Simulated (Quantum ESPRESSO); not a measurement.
## LiCl under changes of volume

One of the cells (16.871 Å³/atom); the others are scaled copies at fixed shape and fractional positions:

```
Cl Li
1.0
     0.00000    2.56477    2.56477
     2.56477    0.00000    2.56477
     2.56477    2.56477    0.00000
Cl Li
1 1
Direct
  0.50000 0.50000 0.50000
  0.00000 0.00000 0.00000
```

- Program: Quantum ESPRESSO 7.5
- Functional: rev-vdW-DF2
- Potentials or basis: PseudoDojo 0.4.1 SR PBE standard
- Cutoff: 1007 eV
- Density cutoff: 4027 eV
- k mesh: 9 × 9 × 9
- Occupations: fermi-dirac, width 0.05 eV
- Spin: no spin polarisation

```tsv
volume (Å³/atom)	energy over the lowest point (meV/atom)	pressure (GPa)	gap on the mesh (eV)
15.859	4.36	1.8	6.67
16.196	1.34	1.0	6.54
16.534	0.00	0.2	6.41
16.871	0.17	-0.4	6.29
17.209	1.70	-1.0	6.18
17.546	4.44	-1.6	6.07
17.883	?	?	?
```

Q: What does the run at 17.883 Å³/atom give?

A: Energy over the lowest point 8.27 meV/atom; pressure -2.1 GPa; gap on the mesh 5.97 eV.

Worked out: A Birch-Murnaghan fit of order 3 (a polynomial in V^(-2/3)) to the other rows has its minimum at 16.66 Å³/atom with B0 = V·E''(V) = 34 GPa and B' = 4.3. It gives 8.27 meV/atom at 17.883 Å³/atom, against the run's 8.27, and -dE/dV = -2.1 GPa, against -2.1. A straight line through the other rows of the gap, of slope -5.94 eV per unit of ln V (its deformation potential), extrapolates to 5.95 eV, against the run's 5.97.

Energies are extrapolated to zero smearing.

Caveats: the potentials were made for another functional, which shifts forces and pressure; an odd mesh through Γ misses points on the zone boundary, where band edges often lie.
